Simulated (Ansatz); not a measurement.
# AlN: the cost of one run

Method: DFT PBE, scalar-relativistic, plane waves, PAW, in Ansatz 0.2.0.

1 further run of the same task is left out (set aside as unsound or not needed).

## (1) The structure to begin with

Symmetry: F-43m, No. 216, cubic system. Conventional cell: a = 4.368 Å, b = 4.368 Å, c = 4.368 Å, α = 90.00°, β = 90.00°, γ = 90.00°. Al (site symmetry -43m) is surrounded by 4 N at 1.89 Å. N (site symmetry -43m) has 4 Al at 1.89 Å as nearest neighbours.

Coordinates:

```
Al N
1.0
     0.00000    2.18399    2.18399
     2.18399    0.00000    2.18399
     2.18399    2.18399    0.00000
Al N
1 1
Direct
  0.00000 0.00000 0.00000
  0.75000 0.75000 0.75000
```

The structure comes from the Materials Project (structure only).

## (6) The grid

The energy is mapped over two normal modes frozen in (zone-centre modes of the cell shown).

The axes are (1) amplitude of mode 4 (635 cm⁻¹), largest displacement: 9 values from −0.097 Å; (2) amplitude of mode 5 (635 cm⁻¹), largest displacement: 9 values from −0.097 Å.

Nothing else is relaxed (the cell and all other modes fixed). Energies count from the relaxed high-symmetry cell. Points are written as (first, second).

Displacement patterns for an amplitude of 1 (Å):

| atom | x1 | y1 | z1 | x2 | y2 | z2 |
| --- | --- | --- | --- | --- | --- | --- |
| Al1 | -0.519 | 0.000 | 0.000 | 0.000 | 0.000 | -0.519 |
| N2 | 1.000 | 0.000 | 0.000 | 0.000 | 0.000 | 1.000 |

(The set-up runs are not shown.)

## (7) Point (−0.049 Å, 0.000 Å)

File input.yaml:

```yaml
crystal:
  lattice:
    - [0.0, 2.2012588983, 2.2012588983]
    - [2.2012588983, 0.0, 2.2012588983]
    - [2.2012588983, 2.2012588983, 0.0]
  atoms:
    - { symbol: Al, position: [-0.0057189861, 0.0057189861, 0.0057189861] }
    - { symbol: "N", position: [0.7610164234, 0.7389835766, 0.7389835766] }
basis:
  ecutwfc: 520.0
kpoints:
  mp_grid: { grid: [10, 10, 10] }
hamiltonian:
  xc: pbe
  pseudopotentials: { kind: paw, azcp: { folder: soft_1 } }
scf:
  occupations: { method: gaussian, width: 0.05 }
output:
  forces: true
  stress: true
  eigenvalues: true
```

Launch:

```
ansatz run input.yaml --threads 1 --pin off --max-ram 2048MiB --backend cpu --events-out ev --progress --plain --runs-dir out
```

**Question.** How long does this run take on 1 thread of Arm Neoverse N1, shared host, and how much memory does it need?

About 7 s, with a peak of 0.32 GiB.
